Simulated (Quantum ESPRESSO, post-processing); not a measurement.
# AlN(001), stepped through the number of layers, part 5 of 11

Wanted: a table for AlN(001) against the number of layers, and what can be fitted to it.

Quantum ESPRESSO 7.5; plane-wave DFT, PBE, GBRV ultrasoft pseudopotentials.

So far. Step 2 (Relaxing cell and ions of the reference):  The last row is no step: it is a fresh SCF in the final cell with a new plane-wave basis, -0 meV from the row before. Step 4 (Relaxation with pw.x, 3 layers): The relaxation lowers the energy by 11 meV an atom.

The structure was built from a prototype and need not be the compound's stable phase.

**8. Electrostatic potential, 3 layers**

m0.f1.pot.in

```
&inputpp
  prefix = 'm0.f1'
  outdir = './out'
  filplot = 'm0.f1.pot.dat'
  plot_num = 11
/
```

The run is started by

```sh
$ OMP_NUM_THREADS=1 mpirun -n 8 pp.x -in m0.f1.pot.in > m0.f1.pot.out
```

The program printed:

```text
[banner, memory and clock lines left out]
Program POST-PROC v.7.5 starts
[citation notice left out]

[...]
./out/m0.f1.save/

[...]
negative rho (up, down):  3.683E-04 0.000E+00

     Adding external electric field

     Computed dipole along edir(3) :
        Dipole                0.0529 Ry au,          0.1344 Debye
        Dipole field          0.0006 Ry au,

        E field amplitude [Ha a.u.]:  1.9447E-03
        Potential amp.        0.0988 Ry
        Total length         36.4585 bohr

     Calling punch_plot, plot_num =  11

     Adding external electric field

     Computed dipole along edir(3) :
        Dipole                0.0529 Ry au,          0.1344 Debye
        Dipole field          0.0006 Ry au,

        E field amplitude [Ha a.u.]:  1.9447E-03
        Potential amp.        0.0988 Ry
        Total length         36.4585 bohr

     Writing data to file  m0.f1.pot.dat
     Message from routine chdens:
     namelist plot not found or invalid, exiting
```

The job ended after 0.7 s (8 MPI ranks of Arm Neoverse V2, shared host; peak memory 0.1 GiB; 4.8 s of CPU time).

Numbers from this step:

| Quantity | Value |
| --- | --- |
| slope of the potential above | 0.1000 eV/Å |
| upper vacuum line continued to the top atoms, over the valence top | 4.795 eV |
| slope of the potential below | 0.09994 eV/Å |
| lower vacuum line continued to the bottom atoms, over the valence top | 4.989 eV |

Electrostatic potential energy of an electron, with the sawtooth; zero at the highest filled level of the SCF mesh. Table of potential energy, planar mean by z:

```tsv
z (Å)	potential energy, planar mean (eV)
0.0	4.54
0.5	4.24
1.0	4.29
1.5	4.34
2.0	4.39
2.5	4.44
3.0	4.49
3.5	4.54
4.0	4.59
4.5	4.64
5.0	4.68
5.5	4.70
6.0	4.61
6.5	4.14
7.0	2.02
7.5	-6.75
8.0	-19.7
8.5	-7.79
9.0	-0.779
9.5	-6.29
10.0	-19.8
10.5	-9.01
11.0	-0.806
11.5	-5.37
12.0	-18.9
12.5	-9.91
13.0	1.21
13.5	4.06
14.0	4.77
14.5	4.98
15.0	5.07
15.5	5.13
16.0	5.18
16.5	5.23
17.0	5.28
17.5	5.33
18.0	5.38
18.5	5.43
19.0	5.48
19.5	5.48
```

The slope in the vacuum is 0.100 eV/Å for an applied 0.10 V/Å, as it should be.

**9. Response between 0 and 0.1 V/A, ions held, 3 layers**

The polarisability follows from the two dipoles.

Read from the output:

```
change of slope in the vacuum : 0.09998 eV/Å
polarisability a cell         : 4.030 Å³
sheet polarisability 4πα/A    : 6.097 Å
```

The change of the potential energy, second field less first by z:

```tsv
z (Å)	change of the potential energy, second field less first (eV)
0	-0.349
1	-0.599
2	-0.499
3	-0.399
4	-0.299
5	-0.200
6	-0.107
7	-0.0450
8	-0.0312
9	-0.0184
10	-7.7e-4
11	0.0166
12	0.0308
13	0.0432
14	0.101
15	0.193
16	0.292
17	0.392
18	0.492
19	0.592
```

**10. Relaxing the ions, 3 layers: field 0.1 V/Å**

Now the ions may follow the field.

m0.r1.in

```
&control
  prefix = 'm0.r1'
  outdir = './out'
  pseudo_dir = './pseudo'
  nstep = 90
  forc_conv_thr = 6e-05
  calculation = 'relax'
  tefield = .true.
  dipfield = .true.
  etot_conv_thr = 1e-07
/
&system
  ibrav = 0
  nat = 6
  ntyp = 2
  ecutwfc = 40
  ecutrho = 200
  occupations = 'fixed'
  edir = 3
  emaxpos = 0.97
  eopreg = 0.04
  eamp = 0.00194469
/
&electrons
  conv_thr = 1e-10
  mixing_beta = 0.4
  electron_maxstep = 120
/
&ions
/
ATOMIC_SPECIES
  Al  26.9815  al_pbe_v1.uspp.F.UPF
  N   14.0070  n_pbe_v1.2.uspp.F.UPF
CELL_PARAMETERS angstrom
  2.88190044700000 0.00000000000000 0.00000000000000
  0.00000000000000 2.88190044700000 0.00000000000000
  0.00000000000000 0.00000000000000 20.09688351350860
ATOMIC_POSITIONS crystal
  Al  0.000000000000 0.000000000000 0.400209055500
  N   0.500000000000 0.500000000000 0.396581451900
  Al  0.500000000000 0.500000000000 0.500000000000
  N   0.000000000000 0.000000000000 0.500000000000
  Al  0.000000000000 0.000000000000 0.599790944500
  N   0.500000000000 0.500000000000 0.603418548100
K_POINTS automatic
  6 6 1 0 0 0
```

The run is started by

```sh
$ OMP_NUM_THREADS=1 mpirun -n 8 pw.x -nk 2 -in m0.r1.in > m0.r1.out
```

The program printed:

```text
[banner, memory and clock lines left out]
Program PWSCF v.7.5 starts
[citation notice left out]

[...]
bravais-lattice index     =            0
     lattice parameter (alat)  =       5.4460  a.u.
     unit-cell volume          =    1126.3757 (a.u.)^3
     number of atoms/cell      =            6
     number of atomic types    =            2
     number of electrons       =        24.00
     number of Kohn-Sham states=           12
     kinetic-energy cutoff     =      40.0000  Ry
     charge density cutoff     =     200.0000  Ry
     scf convergence threshold =      1.0E-10
     mixing beta               =       0.4000
     number of iterations used =            8  plain     mixing
     energy convergence thresh.=      1.0E-07
     force convergence thresh. =      6.0E-05
     Exchange-correlation= SLA  PW   PBE  PBE
                           (   1   4   3   4   0   0   0)
     nstep                     =           90

[...]
PseudoPot. # 1 for Al read from file:
     ./pseudo/al_pbe_v1.uspp.F.UPF
     Pseudo is Ultrasoft + core correction, Zval =  3.0
     Generated by new atomic code, or converted to UPF format
     Using radial grid of  893 points,  3 beta functions with:
                l(1) =   0
                l(2) =   1
                l(3) =   2
     Q(r) pseudized with  8 coefficients,  rinner =    0.900   0.900   0.900
                                                       0.900   0.900

     PseudoPot. # 2 for N  read from file:
     ./pseudo/n_pbe_v1.2.uspp.F.UPF
     Pseudo is Ultrasoft + core correction, Zval =  5.0
     Generated by new atomic code, or converted to UPF format
     Using radial grid of  729 points,  4 beta functions with:
                l(1) =   0
                l(2) =   0
                l(3) =   1
                l(4) =   1
     Q(r) pseudized with  8 coefficients,  rinner =    0.900   0.900   0.900

     atomic species   valence    mass     pseudopotential
     Al                3.00    26.98150     Al( 1.00)
     N                 5.00    14.00700     N ( 1.00)

     No symmetry found

[...]
number of k points=    20
[...]
Dense  grid:    53915 G-vectors     FFT dimensions: (  25,  25, 180)

     Smooth grid:    38453 G-vectors     FFT dimensions: (  24,  24, 160)

     Initial potential from superposition of free atoms

     starting charge      23.9926, renormalised to      24.0000

     negative rho (up, down):  1.575E-04 0.000E+00

     Adding external electric field

     Computed dipole along edir(3) :
        Dipole               -0.0000 Ry au,         -0.0000 Debye
        Dipole field         -0.0000 Ry au,

        E field amplitude [Ha a.u.]:  1.9447E-03
        Potential amp.        0.1418 Ry
        Total length         36.4585 bohr

     Starting wfcs are   24 randomized atomic wfcs

     per-process dynamical memory:    16.2 Mb

     Self-consistent Calculation

     iteration #  1     ecut=    40.00 Ry     beta= 0.40
     Davidson diagonalization with overlap
     ethr =  1.00E-02,  avg # of iterations =  2.0

     negative rho (up, down):  1.372E-04 0.000E+00

     Adding external electric field

     Computed dipole along edir(3) :
        Dipole                0.0529 Ry au,          0.1345 Debye
        Dipole field          0.0006 Ry au,

        E field amplitude [Ha a.u.]:  1.9447E-03
        Potential amp.        0.0988 Ry
        Total length         36.4585 bohr

     total energy              =     -80.57171176 Ry
     estimated scf accuracy    <       1.75856080 Ry

     iteration #  2     ecut=    40.00 Ry     beta= 0.40
[...]
negative rho (up, down):  2.044E-04 0.000E+00

[...]
Dipole                0.0470 Ry au,          0.1194 Debye
[...]
E field amplitude [Ha a.u.]:  1.9447E-03
[...]
total energy              =     -80.97210226 Ry
     estimated scf accuracy    <       0.05331472 Ry

     iteration #  3     ecut=    40.00 Ry     beta= 0.40
[...]
negative rho (up, down):  2.861E-04 0.000E+00

[...]
Dipole                0.0579 Ry au,          0.1471 Debye
[...]
E field amplitude [Ha a.u.]:  1.9447E-03
[...]
total energy              =     -80.96980165 Ry
     estimated scf accuracy    <       0.02121079 Ry

     iteration #  4     ecut=    40.00 Ry     beta= 0.40
[...]
negative rho (up, down):  3.194E-04 0.000E+00

[...]
Dipole                0.0520 Ry au,          0.1322 Debye
[...]
E field amplitude [Ha a.u.]:  1.9447E-03
[...]
total energy              =     -80.97374196 Ry
     estimated scf accuracy    <       0.00798844 Ry

     iteration #  5     ecut=    40.00 Ry     beta= 0.40
[...]
negative rho (up, down):  3.460E-04 0.000E+00

[...]
Dipole                0.0521 Ry au,          0.1324 Debye
[...]
E field amplitude [Ha a.u.]:  1.9447E-03
[...]
total energy              =     -80.97260903 Ry
     estimated scf accuracy    <       0.00287912 Ry

     iteration #  6     ecut=    40.00 Ry     beta= 0.40
[...]
negative rho (up, down):  3.532E-04 0.000E+00

[...]
Dipole                0.0511 Ry au,          0.1298 Debye
[...]
E field amplitude [Ha a.u.]:  1.9447E-03
[...]
total energy              =     -80.97339396 Ry
     estimated scf accuracy    <       0.00021066 Ry

[...]
iteration # 14     ecut=    40.00 Ry     beta= 0.40
[...]
negative rho (up, down):  3.681E-04 0.000E+00

[...]
Dipole                0.0529 Ry au,          0.1344 Debye
[...]
E field amplitude [Ha a.u.]:  1.9447E-03
[...]
total energy              =     -80.97345662 Ry
     estimated scf accuracy    <          2.7E-09 Ry

[...]
End of self-consistent calculation

          k = 0.0000 0.0000 0.0000 (  4877 PWs)   bands (ev):

   -16.6700 -14.8863 -13.4913  -5.7523  -3.1522  -2.2054  -2.2054  -1.3704
    -0.9166  -0.9166  -0.1531  -0.1531

          k = 0.0000 0.1667 0.0000 (  4845 PWs)   bands (ev):

   -16.3179 -14.5802 -13.3344  -5.5544  -4.4613  -3.0542  -2.2668  -2.0017
    -1.6791  -0.7833  -0.5354  -0.1418

[...]
highest occupied level (ev):    -0.1418

!    total energy              =     -80.97345662 Ry
     estimated scf accuracy    <          1.1E-11 Ry

     The total energy is the sum of the following terms:
     one-electron contribution =    -753.48023507 Ry
     hartree contribution      =     385.34931704 Ry
     xc contribution           =     -29.53271928 Ry
     ewald contribution        =     316.69035515 Ry
     electric field correction =      -0.00017447 Ry

     convergence has been achieved in  17 iterations

     negative rho (up, down):  3.683E-04 0.000E+00

     Forces acting on atoms (cartesian axes, Ry/au):

     atom    1 type  1   force =     0.00000000   -0.00000000    0.00163566
     atom    2 type  2   force =    -0.00000000    0.00000000   -0.00164311
     atom    3 type  1   force =     0.00000000    0.00000000    0.00201351
     atom    4 type  2   force =     0.00000000    0.00000000   -0.00202132
     atom    5 type  1   force =    -0.00000000    0.00000000    0.00165691
     atom    6 type  2   force =    -0.00000000   -0.00000000   -0.00164164

     Total force =     0.004354     Total SCF correction =     0.000007

     BFGS Geometry Optimization
     Energy error            =      1.9E-05 Ry
     Gradient error          =      2.0E-03 Ry/Bohr

     number of scf cycles    =   1
     number of bfgs steps    =   0

     energy             new  =     -80.9734566218 Ry

     new trust radius        =       0.0020213248 bohr
     new conv_thr            =            1.0E-10 Ry

ATOMIC_POSITIONS (crystal)
Al               0.0000000001       -0.0000000000        0.4002521247
N                0.4999999999        0.5000000000        0.3965381867
Al               0.5000000000        0.5000000000        0.5000530182
N                0.0000000001        0.0000000001        0.4999467759
Al              -0.0000000000        0.0000000000        0.5998345730
N                0.4999999999        0.4999999999        0.6033753215

[...]
NEW-OLD atomic charge density approx. for the potential

     negative rho (up, down):  3.683E-04 0.000E+00

     Adding external electric field

     Computed dipole along edir(3) :
        Dipole                0.0529 Ry au,          0.1344 Debye
        Dipole field          0.0006 Ry au,

        E field amplitude [Ha a.u.]:  1.9447E-03
        Potential amp.        0.0988 Ry
        Total length         36.4585 bohr

     per-process dynamical memory:    21.1 Mb

[...]
!    total energy              =     -80.97346818 Ry
[...]
Total force =     0.001145     Total SCF correction =     0.000015
[...]
number of bfgs steps    =   1
[...]
energy             new  =     -80.9734681843 Ry
[...]
new trust radius        =       0.0008749725 bohr
[...]
!    total energy              =     -80.97346929 Ry
[...]
Total force =     0.000458     Total SCF correction =     0.000006
[...]
number of bfgs steps    =   2
[...]
energy             new  =     -80.9734692861 Ry
[...]
new trust radius        =       0.0004026477 bohr
[...]
!    total energy              =     -80.97346949 Ry
[...]
Total force =     0.000216     Total SCF correction =     0.000004
[...]
number of bfgs steps    =   3
[...]
energy             new  =     -80.9734694877 Ry
[...]
new trust radius        =       0.0002928109 bohr
[...]
Self-consistent Calculation

     iteration #  1     ecut=    40.00 Ry     beta= 0.40
     Davidson diagonalization with overlap
     ethr =  1.00E-06,  avg # of iterations =  1.0

     Threshold (ethr) on eigenvalues was too large:
     Diagonalizing with lowered threshold

     Davidson diagonalization with overlap
     ethr =  1.65E-11,  avg # of iterations =  5.8

     negative rho (up, down):  3.684E-04 0.000E+00

     Adding external electric field

     Computed dipole along edir(3) :
        Dipole                0.0595 Ry au,          0.1511 Debye
        Dipole field          0.0007 Ry au,

        E field amplitude [Ha a.u.]:  1.9447E-03
        Potential amp.        0.0934 Ry
        Total length         36.4585 bohr

     total energy              =     -80.97346951 Ry
     estimated scf accuracy    <       0.00000005 Ry

[...]
iteration #  7     ecut=    40.00 Ry     beta= 0.40
[...]
negative rho (up, down):  3.684E-04 0.000E+00

[...]
Dipole                0.0596 Ry au,          0.1514 Debye
[...]
E field amplitude [Ha a.u.]:  1.9447E-03
[...]
End of self-consistent calculation

          k = 0.0000 0.0000 0.0000 (  4877 PWs)   bands (ev):

   -16.6703 -14.8866 -13.4924  -5.7526  -3.1524  -2.2056  -2.2056  -1.3715
    -0.9165  -0.9165  -0.1547  -0.1547

          k = 0.0000 0.1667 0.0000 (  4845 PWs)   bands (ev):

   -16.3182 -14.5804 -13.3356  -5.5547  -4.4614  -3.0546  -2.2671  -2.0020
    -1.6802  -0.7830  -0.5365  -0.1435

[...]
highest occupied level (ev):    -0.1435

!    total energy              =     -80.97346953 Ry
     estimated scf accuracy    <          4.7E-13 Ry

     The total energy is the sum of the following terms:
     one-electron contribution =    -753.47542132 Ry
     hartree contribution      =     385.34712101 Ry
     xc contribution           =     -29.53271097 Ry
     ewald contribution        =     316.68773384 Ry
     electric field correction =      -0.00019207 Ry

     convergence has been achieved in   7 iterations

     negative rho (up, down):  3.684E-04 0.000E+00

     Forces acting on atoms (cartesian axes, Ry/au):

     atom    1 type  1   force =    -0.00000000    0.00000000   -0.00002435
     atom    2 type  2   force =     0.00000000   -0.00000000   -0.00000046
     atom    3 type  1   force =    -0.00000000   -0.00000000    0.00000093
     atom    4 type  2   force =    -0.00000000   -0.00000000    0.00002940
     atom    5 type  1   force =     0.00000000   -0.00000000   -0.00001635
     atom    6 type  2   force =     0.00000000    0.00000000    0.00001082

     Total force =     0.000043     Total SCF correction =     0.000002
     Energy error            =      3.8E-08 Ry
     Gradient error          =      2.9E-05 Ry/Bohr

     bfgs converged in   5 scf cycles and   4 bfgs steps
     (criteria: energy <  1.0E-07 Ry, force <  6.0E-05 Ry/Bohr)

     End of BFGS Geometry Optimization

     Final energy             =     -80.9734695258 Ry

     File ./out/m0.r1.bfgs deleted, as requested
Begin final coordinates

ATOMIC_POSITIONS (crystal)
Al               0.0000000000       -0.0000000000        0.4002733175
N                0.5000000000        0.5000000000        0.3965004443
Al               0.5000000000        0.5000000000        0.5000657041
N                0.0000000000        0.0000000000        0.4999641022
Al              -0.0000000000        0.0000000000        0.5998572691
N                0.5000000000        0.5000000000        0.6033391628
End final coordinates

[...]
```

It took 14 s on 8 MPI ranks; peak memory 0.45 GiB.

No atom moved by 0.005 Å in the relaxation.

Read from the output:

- free energy: -1101.7002 eV
- dipole along the normal: 0.03152 e·Å
- valence top, on the run's zero: -0.1435 eV

**11. Potential by pp.x, 3 layers**

m0.r1.pot.in

```
&inputpp
  prefix = 'm0.r1'
  outdir = './out'
  filplot = 'm0.r1.pot.dat'
  plot_num = 11
/
```

The run is started by

```sh
$ OMP_NUM_THREADS=1 mpirun -n 8 pp.x -in m0.r1.pot.in > m0.r1.pot.out
```

The program printed:

```text
[banner, memory and clock lines left out]
Program POST-PROC v.7.5 starts
[citation notice left out]

[...]
./out/m0.r1.save/

[...]
negative rho (up, down):  3.684E-04 0.000E+00

     Adding external electric field

     Computed dipole along edir(3) :
        Dipole                0.0596 Ry au,          0.1514 Debye
        Dipole field          0.0007 Ry au,

        E field amplitude [Ha a.u.]:  1.9447E-03
        Potential amp.        0.0934 Ry
        Total length         36.4585 bohr

     Calling punch_plot, plot_num =  11

     Adding external electric field

     Computed dipole along edir(3) :
        Dipole                0.0596 Ry au,          0.1514 Debye
        Dipole field          0.0007 Ry au,

        E field amplitude [Ha a.u.]:  1.9447E-03
        Potential amp.        0.0934 Ry
        Total length         36.4585 bohr

     Writing data to file  m0.r1.pot.dat
     Message from routine chdens:
     namelist plot not found or invalid, exiting
```

Run time: 0.7 s. Hardware: 8 MPI ranks; peak memory 0.1 GiB.

Read from the output:

- upper vacuum line continued to the top atoms, over the valence top: 4.757 eV
- lower vacuum line continued to the bottom atoms, over the valence top: 5.028 eV

Electrostatic potential energy of an electron, with the sawtooth; zero at the highest filled level of the SCF mesh. The potential energy, planar mean by z:

```tsv
z (Å)	potential energy, planar mean (eV)
0	4.56
1	4.33
2	4.43
3	4.53
4	4.63
5	4.72
6	4.66
7	2.06
8	-19.6
9	-0.765
10	-19.8
11	-0.819
12	-18.9
13	1.17
14	4.73
15	5.03
16	5.14
17	5.24
18	5.34
19	5.44
```

The slope in the vacuum is 0.100 eV/Å for an applied 0.10 V/Å, as it should be.

**12. Response between 0 and 0.1 V/A, ions free, 3 layers**

The response with the ions free follows from the relaxed dipole.

Read from the output:

| Property | Result |
| --- | --- |
| change of slope in the vacuum | 0.09999 eV/Å |
| polarisability a cell | 4.540 Å³ |
| sheet polarisability 4πα/A | 6.868 Å |

The change of the potential energy, second field less first by z:

```tsv
z (Å)	change of the potential energy, second field less first (eV)
0.0	-0.330
0.5	-0.611
1.0	-0.561
1.5	-0.511
2.0	-0.461
2.5	-0.411
3.0	-0.361
3.5	-0.311
4.0	-0.261
4.5	-0.211
5.0	-0.162
5.5	-0.113
6.0	-0.0681
6.5	-0.0291
7.0	-0.00348
7.5	-0.00937
8.0	0.00324
8.5	-0.00558
9.0	-0.00609
9.5	0.00864
10.0	-4.7e-4
10.5	-0.00614
11.0	0.00248
11.5	0.0133
12.0	-0.0101
12.5	0.0158
13.0	0.00121
13.5	0.0238
14.0	0.0613
14.5	0.106
15.0	0.154
15.5	0.203
16.0	0.253
16.5	0.303
17.0	0.353
17.5	0.403
18.0	0.453
18.5	0.503
19.0	0.553
19.5	0.555
```

(Continued in part 6 of 11.)

[Logs are printed without paths, hosts, clocks, repeated set-up lines and the standing remarks that a program may print on its own settings, such as how far it seeks lower states.]

[Hosts, paths, dates, database ids (printed as entryN), source tags and the programs' standing remarks are cut or masked in the printed files.]

[Maps of the electrostatic potential energy from Ansatz leave out the sawtooth potential of an applied field or a dipole correction, so their vacuum need not be flat; planar profiles and work functions include it.]
